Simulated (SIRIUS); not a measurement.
Runs of SIRIUS 7.12.0 on Ge. It takes space group Fd-3m (No. 227, cubic). The conventional cell has a = 5.658 Å, b = 5.658 Å, c = 5.658 Å, α = 90.00°, β = 90.00°, γ = 90.00°. Ge (site symmetry -43m) is surrounded by 4 Ge at 2.45 Å. 

```tsv
task	level	potentials or basis	cell	k mesh	energy tol	density tol	mixer	mixing beta	max scf	mesh quality	gap on the mesh (eV)	pressure (GPa)	relaxed volume (Å³/atom)
relaxation of cell and atoms	revPBE	PseudoDojo 0.4.1 PBE standard (scalar relativistic)	relaxed	4 × 4 × 4	1e-08 Ha	1e-06	anderson	0.7	100	coarse	none	-0.1	25.11
single point	LDA	PseudoDojo 0.4.1 PBE standard (scalar relativistic)	as given	8 × 8 × 8	1e-08 Ha	1e-06	anderson	0.7	100	not flagged	0.00	(a)	-
single point	PBEsol	PseudoDojo 0.4.1 PBE standard (scalar relativistic)	as given	8 × 8 × 8	1e-08 Ha	1e-06	anderson	0.7	100	not flagged	0.00	0.7	-
single point	AM05	PseudoDojo 0.4.1 PBE standard (scalar relativistic)	as given	8 × 8 × 8	1e-08 Ha	1e-06	anderson	0.7	100	not flagged	0.00	0.8	-
single point	PBEsol	PseudoDojo 0.4.1 PBEsol standard (scalar relativistic)	atoms moved at random, drawn with an rms of 0.05 Å	8 × 8 × 8	1e-08 Ha	1e-06	anderson	0.7	100	not flagged	none	0.8	-
relaxation of cell and atoms	revPBE+D3(BJ)	PseudoDojo 0.4.1 PBE standard (scalar relativistic)	relaxed	4 × 4 × 4	1e-08 Ha	1e-06	anderson	0.7	100	coarse	0.00	0.1	(b)
single point	N12	PseudoDojo 0.4.1 PBE standard (scalar relativistic)	as given	8 × 8 × 8	1e-08 Ha	1e-06	anderson	0.7	100	not flagged	0.00	0.6	-
relaxation of cell and atoms	revPBE+D4	PseudoDojo 0.4.1 PBE standard (scalar relativistic)	relaxed	4 × 4 × 4	1e-08 Ha	1e-06	anderson	0.7	100	coarse	0.00	0.1	23.47
single point	BLYP	PseudoDojo 0.4.1 PBE standard (scalar relativistic)	as given	8 × 8 × 8	1e-08 Ha	1e-06	anderson	0.7	100	not flagged	0.00	6.8	-
single point	PBEsol	PseudoDojo 0.4.1 PBEsol standard (scalar relativistic)	as given	8 × 8 × 8	1e-08 Ha	1e-06	anderson	0.7	100	not flagged	0.00	0.7	-
```

Alike in all rows: no spin polarisation; cutoff (eV) 1078; smearing fermi-dirac 0.05 eV.

Estimate the missing entries.

(a) -2.2; (b) 23.43.

Caveats: some runs use coarse meshes; the potentials were made for another functional, which shifts forces and pressure (some runs).

A k mesh can miss the band edges, and the runs leave out spin-orbit coupling on Ge.

A gap of «none» marks a metal or a gap under the smearing width.

The runs were made with more than one version of the program.

Runs at the PBE level aren't shown here.
